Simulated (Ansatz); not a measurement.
# MnS (Rambergite): the cost of one run

Computed with Ansatz 0.2.0 (DFT PBE, scalar-relativistic, plane waves, PAW, unless a step's input says otherwise).

The COD entry's cell or inner coordinates are ideal or old and differ from later refinements, so a difference from it is no clean test against experiment.

Spin polarisation is switched off on purpose; where the compound carries moments, volume, stiffness and gap are then not the real material's.

**1. The starting structure**

It takes space group P6_3mc (No. 186, hexagonal). Conventional cell: a = 3.452 Å, b = 3.452 Å, c = 6.013 Å, α = 90.00°, β = 90.00°, γ = 120.00°. Around Mn (site symmetry 3m) lie 4 S at 2.15 to 2.19 Å. Around S (site symmetry 3m) lie 4 Mn at 2.15 to 2.19 Å.

As a file:

```xyz
4
Lattice="3.4516 0.0000 0.0000 -1.7258 2.9892 0.0000 0.0000 0.0000 6.0126" Properties=species:S:1:pos:R:3 pbc="T T T"
Mn    0.0000    1.9928    0.0630
Mn    1.7258    0.9964    3.0693
S     0.0000    1.9928    2.2519
S     1.7258    0.9964    5.2582
```

An earlier run at PBE left this cell at 15.508 Å³/atom and 0.00 GPa (12×12×6 mesh).

Volume factors to run: 0.980, 1.020, 0.960, 1.040.

**2. Volume × 0.980**

Contents of input.yaml:

```yaml
crystal:
  lattice:
    - [3.4284201898, 0.0, 0.0]
    - [-1.7142100949, 2.9690989792, 0.0]
    - [0.0, 0.0, 5.9722224954]
  atoms:
    - { symbol: Mn, position: [0.3333333333, 0.6666666667, 0.0104739168] }
    - { symbol: Mn, position: [0.6666666667, 0.3333333333, 0.5104739168] }
    - { symbol: S, position: [0.3333333333, 0.6666666667, 0.3745260832] }
    - { symbol: S, position: [0.6666666667, 0.3333333333, 0.8745260832] }
basis:
  ecutwfc: 420
  ecutrho_ratio: 4
kpoints:
  mp_grid: { grid: [12, 12, 6] }
hamiltonian:
  xc: pbe
scf:
  occupations: { method: gaussian, width: 0.05 }
output:
  forces: true
  stress: true
  eigenvalues: true
relax:
  f_tol: 0.01
  max_steps: 40
  cell: { stress_tol: 0.1, fix: [volume] }
```

Run with:

```bash
ansatz run input.yaml --threads 1 --pin off --max-ram 2560MiB --backend cpu --events-out ev --progress --plain --runs-dir out
```

Q: Estimate wall time and peak memory on 1 thread of Arm Neoverse V2, shared host.

About 40 s, with a peak of 0.37 GiB.
